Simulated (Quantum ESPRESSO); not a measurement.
The system is Nb.

```
Nb
1.0
    -1.66395    1.66395    1.66395
     1.66395   -1.66395    1.66395
     1.66395    1.66395   -1.66395
Nb
1
Direct
  0.00000 0.00000 0.00000
```

| Item | Value |
| --- | --- |
| Program | Quantum ESPRESSO 7.5 |
| Task | phonons and electron-phonon coupling |
| Functional | LDA |
| Potentials or basis | GBRV 1.5 LDA |
| Cutoff | 612 eV |
| Density cutoff | 4898 eV |
| k mesh | 12 × 12 × 12 |
| Occupations | methfessel-paxton, width 0.272 eV |
| Spin | no spin polarisation |
| Form of the LDA correlation | PZ81 |
| Mixing beta | 0.5 |
| Most SCF iterations | 120 |
| SCF threshold | 2e-10 Ry |
| q mesh | 4 × 4 × 4 |

The cell and the atoms were relaxed first, to 17.11 Å³/atom (a = 2.811 Å, b = 2.811 Å, c = 2.811 Å, α = 109.47°, β = 109.47°, γ = 109.47°), and the response was taken there.

Q: Is this structure dynamically stable at this level, and how far does the spectrum reach?

A: No: the interpolated spectrum has imaginary modes, down to 34i cm⁻¹ near q = (0.09, -0.09, 0.09). The highest frequency is 228 cm⁻¹.

Phonon frequencies at the corners of the path (cm⁻¹, interpolated; i marks imaginary ones):
| point | frequencies |
| --- | --- |
| Γ | 0 0 0 |
| H | 228 228 228 |
| N | 151 176 198 |
| P | 188 188 188 |

Phonon states per cell in windows of 20 cm⁻¹ (negative: imaginary):
| from (cm⁻¹) | total |
| --- | --- |
| -40 | 0.01 |
| -20 | 0.03 |
| 0 | 0.02 |
| 20 | 0.04 |
| 40 | 0.07 |
| 60 | 0.11 |
| 80 | 0.15 |
| 100 | 0.22 |
| 120 | 0.54 |
| 140 | 0.40 |
| 160 | 0.37 |
| 180 | 0.41 |
| 200 | 0.61 |
| 220 | 0.01 |

Caveat: some modes are imaginary; the interpolated spectrum has imaginary branches, which spoil the λ, ω_log and α²F that the log prints; λ from interpolated matrix elements is rough: modes that symmetry makes equal can differ by tens of percent.
